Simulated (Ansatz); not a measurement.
The system is TiAl3.

```
Ti Al
1.0
     2.83968    0.00000    0.00000
     0.00000    4.68126    0.00000
     0.00000    0.00000    4.90074
Ti Al
1 3
Direct
  0.00000 0.50000 0.16592
  0.00000 0.00000 0.83590
  0.50000 0.00000 0.33091
  0.50000 0.50000 0.66727
```

The cell comes from a database or a generator and needn't be the stable form of this composition.

Below is the output of Ansatz 0.2.0 for this cell. Logs are shortened: lines on timing, memory, paths and dates and some standing lists are left out, and cuts for length are marked.

```text
Warning: RAYON_NUM_THREADS=2 ignored (pool sized by the plan → 2); use --threads N
LAPW: plane waves up to 7.461 Å⁻¹, error target 2.0e-3 eV per atom; small_component_spin mean_spin; Al in spheres of 1.405 Å, 11 of its electrons in bands, Dirac shells []; Ti in spheres of 1.420 Å, 12 of its electrons in bands, Dirac shells [] (how accurate: hamiltonian.pseudopotentials.lapw.basis_error, Limitations)
Engine: ansatz 0.2.0, aarch64-unknown-linux-gnu
Pseudopotentials: kind: all_electron
Pseudopotential: Ti, LAPW, valence charge 12, lapw/all_electron/scalar/gaussian/Ti, Koelling and Harmon's equation, gaussian nucleus
Pseudopotential: Al, LAPW, valence charge 11, lapw/all_electron/scalar/gaussian/Al, Koelling and Harmon's equation, gaussian nucleus
Functional definition: PBEsol
  exchange = pbesol_x
  correlation = pbesol_c
Crystal: 4 atoms, lattice volume = 65.147 Å³
Basis set: ecut = 212.07650321376133 eV, 467 PW (Γ), exchange–correlation at level 2
Bands: 27, of which v1, the nominal top of the filled ones, is band 23 counted from 1 (22 counted from 0)
Symmetry: 4 space group operations
Space group: Pmm2 (ITA 25), of the structure as read, at distance tolerance 4.0e-5 Å
k-points: 80 of 324 (time reversal used)
Non-local potential: Ti, projectors of the file, none
Non-local potential: Al, projectors of the file, none
Initial density: superposition of atomic densities (chi_scale 0.1, normalization cell, long waves kept (reshape's long-wave potential 0.00 eV rms))
Initial wavefunctions: plane waves of lowest kinetic energy (no species holds an atomic orbital)
Functional: x = pbesol(κ = 0.804, μ = 0.12345679012345678), c = pbesol(β = 0.046)
iter 1 solved again at ethr=3.22e-3 eV; its pass at ethr=1.00e-1 eV (dr2=1.45e0 eV) is discarded
SCF iter   1: F=—  HF=-42992.717540 eV  |F-HF|=—  |Δ(HF+E_count)|=         —  Δρ=2.49e-2  dr2=1.45e0  ethr=3.22e-3  ⟨swp⟩=2.0  Hψ=15132  notcnv=0
preconditioner: auto → Kerker (q_TF=auto, 2.565 Å⁻¹)  [metal: Δε(μ)=0.021 eV  Ē_g=5.260 eV  σ=0.050 eV  W_gap=0.23  n_scr=16 (ndim 8)  ℏωp=16.6 eV  f_vac=0.000  D(μ)=2.93/eV (n_scr^D=22)]
SCF iter   2: F=—  HF=-42992.403419 eV  |F-HF|=—  |Δ(HF+E_count)|=   3.14e-1  Δρ=1.35e-2  dr2=3.25e-1  ethr=3.22e-3  ⟨swp⟩=2.0  Hψ=6722  notcnv=0  defer=1
SCF iter   3: F=—  HF=-42992.354889 eV  |F-HF|=—  |Δ(HF+E_count)|=   4.85e-2  Δρ=1.24e-2  dr2=4.48e-1  ethr=7.22e-4  ⟨swp⟩=2.5  Hψ=6779  notcnv=0
iter 4 solved again at ethr=2.30e-5 eV; its pass at ethr=7.22e-4 eV (dr2=1.03e-2 eV) is discarded
SCF iter   4: F=—  HF=-42992.279323 eV  |F-HF|=—  |Δ(HF+E_count)|=   7.56e-2  Δρ=3.62e-3  dr2=1.03e-2  ethr=2.30e-5  ⟨swp⟩=2.0  Hψ=11269  notcnv=0
SCF iter   5: F=—  HF=-42992.272401 eV  |F-HF|=—  |Δ(HF+E_count)|=         —  Δρ=9.91e-4  dr2=1.35e-3  ethr=2.29e-5  ⟨swp⟩=2.8  Hψ=6554  notcnv=0
the basis was enlarged: its passes take 215.0 KiB over the memory plan, 2 of 2 planned eigensolver slots
SCF iter   6: F=—  HF=-42992.271630 eV  |F-HF|=—  |Δ(HF+E_count)|=   7.71e-4  Δρ=3.58e-4  dr2=2.06e-4  ethr=3.00e-6  ⟨swp⟩=2.1  Hψ=6377  notcnv=0
SCF iter   7: F=—  HF=-42992.271585 eV  |F-HF|=—  |Δ(HF+E_count)|=   4.49e-5  Δρ=9.13e-5  dr2=7.39e-6  ethr=4.58e-7  ⟨swp⟩=2.0  Hψ=6373  notcnv=0
SCF iter   8: F=—  HF=-42992.271584 eV  |F-HF|=—  |Δ(HF+E_count)|=   7.38e-7  Δρ=4.18e-5  dr2=2.06e-6  ethr=1.64e-8  ⟨swp⟩=2.0  Hψ=6372  notcnv=0
SCF iter   9: F=—  HF=-42992.271584 eV  |F-HF|=—  |Δ(HF+E_count)|=   3.76e-7  Δρ=1.71e-5  dr2=2.76e-7  ethr=4.57e-9  ⟨swp⟩=2.0  Hψ=6371  notcnv=0
SCF iter  10: F=-42992.271584 eV  HF=-42992.271584 eV  |F-HF|=1.19e-8  |Δ(HF+E_count)|=   4.43e-8  Δρ=7.00e-6  dr2=4.64e-8  ethr=6.13e-10  ⟨swp⟩=2.0  Hψ=6370  notcnv=0
SCF 1 converged in 10 iterations: F = -42992.271584 eV  dr2 = 4.64e-8
SCF converged after 10 iterations
Free energy (F): -42992.271584 eV
Harris-Foulkes:  -42992.271584 eV  (|F-HF|=1.19e-8)
Internal energy: -42992.268044 eV  (E = F + TS)
E sigma→0 (E₀):  -42992.269814 eV
Entropy (-TS):   -0.003539 eV (-0.885 meV/atom)
Fermi energy:    10.796968 eV
--- Per-component energies (eV) ---
  E_band       = -1637.028167
  E_kinetic    = 43245.943855
  E_xc         = -2603.887616
  E_electrostatic = -83634.324283  (all electrons and nuclei)
  E_smearing   = -0.003539  (= −TS)
  E_closure    = 0.000000  (closes the sum)
  E_atoms      = -42971.821526  (free atoms, spherical and without spin; not in F)
  Σ components = -42992.271584   (vs F -42992.271584, Δ=0.00e0)
  Basis errors (estimates in eV, not in F): energy 1.6e-4 per atom: plane waves 5.4e-5 (4.1e-5 summed), levels above the bands 0.0e0, relativity 7.8e-9, radial functions 1.0e-4, core shells 4.3e-8; eigenvalues (radial functions only) 3.2e-6; not estimated: angular momenta, meshes, grids; target (lapw.basis_error) 2.0e-3; muffin-tin radii Al 1.405 Å, Ti 1.420 Å
--- Forces (eV/Å), atoms counted from 1 ---
  atom   1  Ti     0.00000000     0.00000000    -0.02939557
  atom   2  Al     0.00000000     0.00000000     0.05756842
  atom   3  Al     0.00000000     0.00000000    -0.00652182
  atom   4  Al     0.00000000     0.00000000    -0.02164759
  max |Σ_I F_I| component: 3.44e-6 eV/Å
--- Stress (GPa, compression-positive) ---
       -4.671268       0.000000       0.000000
        0.000000      -1.192881       0.000000
        0.000000       0.000000      -1.454974
  P = ⅓ Tr σ = -2.4397 GPa (-24.397 kbar)
--- Band table (eV; the first three rows and the last of 80) ---
  k-point 0: bands = ["-91.9390", "-91.6368", "-91.5974", "-53.6250", "-53.6176", "-53.6102", "-53.3515", "-53.3122", "-53.2948", "-53.2844", "-53.2748", "-53.2375", "-45.4389", "-21.8751", "-21.8743", "-21.5091", "0.6856", "5.7423", "6.9837", "7.3258", "8.1772", "10.0377", "10.4407", "13.1519", "13.2228", "13.5150", "13.6046"]
  k-point 1: bands = ["-91.9390", "-91.6368", "-91.5974", "-53.6250", "-53.6176", "-53.6102", "-53.3515", "-53.3122", "-53.2948", "-53.2844", "-53.2748", "-53.2375", "-45.4389", "-21.8751", "-21.8749", "-21.5092", "0.8537", "4.8499", "7.2299", "7.3476", "9.0715", "9.9698", "10.3144", "12.8423", "13.1227", "13.2259", "13.4326"]
  k-point 2: bands = ["-91.9390", "-91.6368", "-91.5974", "-53.6250", "-53.6174", "-53.6102", "-53.3515", "-53.3122", "-53.2950", "-53.2844", "-53.2748", "-53.2375", "-45.4388", "-21.8762", "-21.8750", "-21.5092", "1.3313", "3.5716", "7.3938", "7.7941", "9.5531", "9.8323", "10.3005", "13.0605", "13.0669", "13.1821", "13.2322"]
  k-point 79: bands = ["-91.9380", "-91.6358", "-91.5964", "-53.6376", "-53.6164", "-53.6091", "-53.3506", "-53.3246", "-53.2969", "-53.2936", "-53.2741", "-53.2364", "-45.3859", "-21.9414", "-21.8257", "-21.8225", "6.4638", "6.7032", "6.7122", "8.3987", "8.4399", "8.5144", "9.5815", "11.0156", "11.8078", "12.8620", "13.2510"]
```

Problem. Write the input and the command behind it.

Solution. Single point with PBEsol, no spin polarisation. The files as run (others can give the same):

input.yaml
```yaml
crystal:
  lattice:
    - [2.839677, 0.0, 0.0]
    - [0.0, 4.681264, 0.0]
    - [0.0, 0.0, 4.900742]
  atoms:
    - { symbol: Ti, position: [0.0, 0.5, 0.165916] }
    - { symbol: Al, position: [0.0, 0.0, 0.8359] }
    - { symbol: Al, position: [0.5, 0.0, 0.330912] }
    - { symbol: Al, position: [0.5, 0.5, 0.667271] }
kpoints:
  mp_grid: { grid: [9, 6, 6] }
scf:
  occupations: { method: gaussian, width: 0.05 }
hamiltonian:
  xc: pbesol
  pseudopotentials: { kind: all_electron, lapw: { basis_error: 0.002 } }
output:
  forces: true
  stress: true
  eigenvalues: true
```

Potentials or basis: all-electron LAPW, scalar-relativistic.
Launch:
```console
$ ansatz run input.yaml --threads 2 --pin off --max-ram 6144MiB --backend cpu --events-out ev --progress --plain --runs-dir out
```
